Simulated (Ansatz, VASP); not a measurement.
**MgSi2N2: VASP beside Ansatz**

INCAR

```
  ALGO = Normal
  EDIFF = 1E-6
  EDIFFG = -0.04
  ENCUT = 600
  GGA = PE
  IBRION = 2
  ISIF = 3
  ISMEAR = 0
  LASPH = True
  LCHARG = False
  LREAL = False
  LWAVE = False
  NELM = 80
  NSW = 90
  PREC = Accurate
  SIGMA = 0.1
```

Contents of KPOINTS:

```
k-points
0
Gamma
  4 4 4
```

Contents of POSCAR:

```
MgSi2N2
1.0
    2.6249371900     -3.3009344500      0.0000000000
    2.6249371900      3.3009344500      0.0000000000
    0.0000000000      0.0000000000      4.1256966300
Mg Si N
1 2 2
Direct
    0.5000000000      0.5000000000      0.5000000000
    0.2242521500      0.7757478500      0.0000000000
    0.7757478500      0.2242521500      0.0000000000
    0.0000000000      0.0000000000      0.1875532400
    0.0000000000      0.0000000000      0.8124467600
```

Input for Ansatz:

```yaml
crystal:
  lattice:
    - [2.62493719, -3.30093445, 0.0]
    - [2.62493719, 3.30093445, 0.0]
    - [0.0, 0.0, 4.12569663]
  atoms:
    - { symbol: Mg, position: [0.5, 0.5, 0.5] }
    - { symbol: Si, position: [0.22425215, 0.77574785, 0.0] }
    - { symbol: Si, position: [0.77574785, 0.22425215, 0.0] }
    - { symbol: "N", position: [0.0, 0.0, 0.18755324] }
    - { symbol: "N", position: [0.0, 0.0, 0.81244676] }
basis:
  ecutwfc: 420
kpoints:
  mp_grid: { grid: [4, 4, 4] }
hamiltonian:
  xc: pbe
scf:
  occupations: { method: gaussian, width: 0.1 }
  lower_state_search: "off"
output:
  forces: true
  stress: true
  eigenvalues: true
relax:
  adjacent_minimum: "off"
  f_tol: 0.04
  max_steps: 70
  cell: { stress_tol: 0.4 }
```

Alike in both runs: task relaxation of cell and atoms; functional PBE; k mesh 4 × 4 × 4; occupations gaussian, width 0.1 eV; no spin polarisation.

```csv
,VASP,Ansatz
version,VASP 6.6.1,Ansatz 0.2.0
potentials or method,"VASP PAW PBE potentials, release 64 (Mg, Si, N)","scalar-relativistic, plane waves, PAW"
plane-wave cutoff (eV),600,420
valence electrons in the cell,20,28
```

VASP gave:

* gap on the k mesh at the Fermi level, each at its own relaxed structure (eV): none
* relaxed volume (Å³/atom): 14.50
* relaxed cell length with the largest relative difference (Å): 5.392
* energy change over the relaxation (meV/atom): -1185

Question: Estimate Ansatz's values.

Answer: gap on the k mesh at the Fermi level, each at its own relaxed structure (eV): none; relaxed volume (Å³/atom): 14.67; relaxed cell length with the largest relative difference (Å): 5.435; energy change over the relaxation (meV/atom): -1201.

A gap of «none» marks a metal or a gap that the smearing closes. The two sets of potentials don't hold the same shells in valence.

Caveats: the k mesh is coarse (spacing up to 0.38 Å⁻¹), so the values aren't converged.
